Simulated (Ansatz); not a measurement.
## Stress against strain in Ag

```yaml
crystal:
  lattice:
    - [0.00000, 2.04310, 2.04310]
    - [2.04310, 0.00000, 2.04310]
    - [2.04310, 2.04310, 0.00000]
  atoms:
    - { symbol: Ag, position: [0.00000, 0.00000, 0.00000] }
```

The cell is COD entry 9008459, as deposited and not checked against the literature; nothing was relaxed.

All numbers below come from DFT, PBE, all-electron LAPW, scalar-relativistic (Ansatz 0.2.0).

Sampling and basis: a Γ-centred 15×15×15 k mesh, Fermi–Dirac smearing of 0.05 eV, basis error target 1 meV/atom, no spin polarisation.

The strain is applied along the Cartesian axes of the cell as listed (the other components stay zero). Fractional coordinates are held (clamped ions).

σ is the change of stress from the unstrained cell, which is at 4.54 GPa; tension is positive, so slopes are stress–strain coefficients at that pressure. In a metal the k mesh adds noise.

Only quantities that a quadratic follows smoothly over the whole series are listed; rougher ones are left out.

```
    εzz  σzz (GPa)  σxx (GPa)
-0.0300      -4.19      -3.78
-0.0200      -2.61      -2.48
-0.0100      -1.24      -1.20
 0.0000       0.00       0.00
 0.0200       2.35       2.06
 0.0300       3.52       2.91
```

(1) Fit the series and read off the stiffness at zero strain.

(2) One run, at εzz = 0.0100, is withheld. Predict its row.

## Answers

(1) Least-squares fits y = p0 + p1 x + p2 x² to the rows give σzz (GPa): p1 = 127, p2 = -410; σxx (GPa): p1 = 112, p2 = -470. So C11 = 127 GPa and C12 = 112 GPa, which gives B = (C11 + 2 C12)/3 = 117 GPa.

(2) The fits give 1.26, 1.06; the run gave 1.19, 1.09.
